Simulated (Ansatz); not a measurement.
System: Ba (fcc type), 1 atom in the cell.

The calculation used PBE with spin–orbit coupling, plane waves, norm-conserving pseudopotentials (Ansatz).

Cutoff 770 eV; k-mesh 4×4×4 Γ-centred; Fermi–Dirac smearing of 0.15 eV.

```
CELL_PARAMETERS angstrom
0.00000 3.17480 3.17480
3.17480 0.00000 3.17480
3.17480 3.17480 0.00000
ATOMIC_POSITIONS crystal
Ba 0.00000 0.00000 0.00000
```

(1) Would the cell expand or shrink if it were free to relax?

Answers

(1) The pressure is 0.22 GPa, so at these settings the cell is compressed and would expand.

The stress includes the program's correction for the finite plane-wave basis.

The k-mesh is coarse, so these values belong to this mesh and can lie far from the converged ones. This cubic structure is a model: it isn't the usual form of the substance at ambient conditions, and such phases are metastable or hypothetical.
